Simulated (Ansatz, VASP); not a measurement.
**B: VASP beside Ansatz**

```
B
1.0
     1.69624    0.00000    0.00000
    -0.84812    1.46899    0.00000
     0.00000    0.00000    6.93415
B
2
Cartesian
  0.0000 0.9793 1.7335
  0.8481 0.4897 5.2006
```

The cell was built by a generator and needn't be a form met in nature.

Alike in both runs: functional LDA; k mesh 17 × 17 × 9; occupations fermi-dirac, width 0.1 eV; no spin polarisation.

Ansatz relaxed the structure, and its values are those at the end. VASP's run is a single point on that final structure, the one shown.

|  | VASP | Ansatz |
| --- | --- | --- |
| version | VASP 6.6.1 | Ansatz 0.2.0 |
| potentials or method | VASP PAW LDA potentials, release 64 (B) | plane waves (420 eV) with PAW, scalar-relativistic |
| plane-wave cutoff (eV) | 520 | 420 |
| valence electrons in the cell | 6 | 6 |

```csv
,VASP,Ansatz,Ansatz less VASP
pressure (GPa),0.1,0.0,-0.10
```

Ansatz warned: «pseudo_functional_mismatch».
